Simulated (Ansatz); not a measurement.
Relax this structure to zero stress and force, keeping its symmetry:

```cif
data_structure
_symmetry_space_group_name_H-M 'P 1'
_symmetry_Int_Tables_number 1
_cell_length_a 3.2762
_cell_length_b 3.2762
_cell_length_c 12.7318
_cell_angle_alpha 90.000
_cell_angle_beta 90.000
_cell_angle_gamma 120.000
_cell_volume 118.35
loop_
_atom_site_label
_atom_site_type_symbol
_atom_site_fract_x
_atom_site_fract_y
_atom_site_fract_z
_atom_site_occupancy
Mo1 Mo 0.33333 0.66667 0.25000 1
Mo2 Mo 0.66667 0.33333 0.75000 1
Se1 Se 0.33333 0.66667 0.61848 1
Se2 Se 0.66667 0.33333 0.11848 1
Se3 Se 0.33333 0.66667 0.88152 1
Se4 Se 0.66667 0.33333 0.38152 1
```

Level of theory: DFT PBE, scalar-relativistic, plane waves, PAW (Ansatz).

Plane waves to 420 eV, a k mesh through Γ of 12×12×2 on the computed 6-atom cell and Gaussian smearing (0.02 eV); no spin polarisation.

What does it relax to?

The volume goes up by 4.41 Å³/atom to 24.14 Å³/atom, and the energy falls by 28.2 meV/atom. Final structure:
```
Mo Se
1.0
     3.32080    0.00000    0.00000
    -1.66040    2.87590    0.00000
     0.00000    0.00000   15.16450
Mo Se
2 4
Direct
  0.33333 0.66667 0.25000
  0.66667 0.33333 0.75000
  0.33333 0.66667 0.63996
  0.66667 0.33333 0.13996
  0.33333 0.66667 0.86004
  0.66667 0.33333 0.36004
```

The cell holds layers, and where no dispersion correction was added their binding is poorly described.

Cost: 1 run of about 3.6 core-minutes, on Arm Neoverse V2 (shared hosts).